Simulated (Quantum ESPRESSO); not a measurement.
A run of Quantum ESPRESSO 7.5:

pw.in

```
&CONTROL
  calculation = 'scf'
  prefix = 'pwscf'
  outdir = './tmp'
  pseudo_dir = './pseudo'
  tprnfor = .true.
  tstress = .true.
  disk_io = 'low'
/
&SYSTEM
  ibrav = 0
  nat = 2
  ntyp = 2
  ecutwfc = 45
  ecutrho = 360
  nbnd = 16
  occupations = 'smearing'
  smearing = 'fd'
  degauss = 0.00367493
/
&ELECTRONS
  conv_thr = 4d-10
  electron_maxstep = 120
  mixing_beta = 0.5
/
ATOMIC_SPECIES
Pb   207.2000 pb_pbe_v1.uspp.F.UPF
S     32.0600 s_pbe_v1.4.uspp.F.UPF
CELL_PARAMETERS angstrom
   0.0000000000    2.9657500000    2.9657500000
   2.9657500000    0.0000000000    2.9657500000
   2.9657500000    2.9657500000    0.0000000000
ATOMIC_POSITIONS crystal
Pb     0.0000000000    0.0000000000    0.0000000000
S      0.5000000000    0.5000000000    0.5000000000
K_POINTS automatic
4 4 4 1 1 1
```

gamma.in

```
&CONTROL
  calculation = 'bands'
  prefix = 'pwscf'
  outdir = './tmp'
  pseudo_dir = './pseudo'
  disk_io = 'low'
  verbosity = 'high'
/
&SYSTEM
  ibrav = 0
  nat = 2
  ntyp = 2
  ecutwfc = 45
  ecutrho = 360
  nbnd = 16
  occupations = 'smearing'
  smearing = 'fd'
  degauss = 0.00367493
/
&ELECTRONS
  conv_thr = 1d-08
  electron_maxstep = 120
  mixing_beta = 0.5
  diago_full_acc = .true.
  startingwfc = 'random'
/
ATOMIC_SPECIES
Pb   207.2000 pb_pbe_v1.uspp.F.UPF
S     32.0600 s_pbe_v1.4.uspp.F.UPF
CELL_PARAMETERS angstrom
   0.0000000000    2.9657500000    2.9657500000
   2.9657500000    0.0000000000    2.9657500000
   2.9657500000    2.9657500000    0.0000000000
ATOMIC_POSITIONS crystal
Pb     0.0000000000    0.0000000000    0.0000000000
S      0.5000000000    0.5000000000    0.5000000000
K_POINTS crystal
1
0.0 0.0 0.0 1
```

File scf2.in:

```
&CONTROL
  calculation = 'scf'
  prefix = 'pwscf'
  outdir = './tmp'
  pseudo_dir = './pseudo'
  tprnfor = .true.
  tstress = .true.
  disk_io = 'low'
/
&SYSTEM
  ibrav = 0
  nat = 2
  ntyp = 2
  ecutwfc = 45
  ecutrho = 360
  nbnd = 16
  occupations = 'fixed'
/
&ELECTRONS
  conv_thr = 1d-13
  electron_maxstep = 120
  mixing_beta = 0.5
  startingpot = 'file'
/
ATOMIC_SPECIES
Pb   207.2000 pb_pbe_v1.uspp.F.UPF
S     32.0600 s_pbe_v1.4.uspp.F.UPF
CELL_PARAMETERS angstrom
   0.0000000000    2.9657500000    2.9657500000
   2.9657500000    0.0000000000    2.9657500000
   2.9657500000    2.9657500000    0.0000000000
ATOMIC_POSITIONS crystal
Pb     0.0000000000    0.0000000000    0.0000000000
S      0.5000000000    0.5000000000    0.5000000000
K_POINTS automatic
4 4 4 1 1 1
```

File ph.in:

```
phonons of PbS
&INPUTPH
  prefix = 'pwscf'
  outdir = './tmp'
  tr2_ph = 1d-18
  fildyn = 'dyn'
  niter_ph = 90
  alpha_mix(1) = 0.7
  epsil = .true.
/
0.0000000000 0.0000000000 0.0000000000
```

dynmat.in

```
&INPUT
  fildyn = 'dyn'
  asr = 'crystal'
  lperm = .true.
  filout = 'dynmat.disp'
  fileig = 'dynmat.eig'
/
```

Contents of dynmat_lo.in:

```
&INPUT
  fildyn = 'dyn'
  asr = 'crystal'
  filout = 'dynmat_lo.disp'
  fileig = 'dynmat_lo.eig'
  q(1) = 0
  q(2) = 0
  q(3) = 1
/
```

Potentials or basis: GBRV 1.5 PBE.

Run with:

```console
$ OMP_NUM_THREADS=1 pw.x -in pw.in > pw.out
$ OMP_NUM_THREADS=1 pw.x -in gamma.in > gamma.out
$ OMP_NUM_THREADS=1 pw.x -in scf2.in > scf2.out
$ OMP_NUM_THREADS=1 ph.x -in ph.in > ph.out
$ OMP_NUM_THREADS=1 dynmat.x -in dynmat.in > dynmat.out
$ OMP_NUM_THREADS=1 dynmat.x -in dynmat_lo.in > dynmat_lo.out
```

Hardware: 1 thread of Arm Neoverse V2, with other jobs on the host.

Q: Estimate the wall time of this run.

A: Wall time 3.3 min on 1 thread of Arm Neoverse V2, with other jobs on the host, peak memory 0.18 GiB. Counts: scf iterations 16, k pools 1, bands 16, k points 10, g dense 40677.
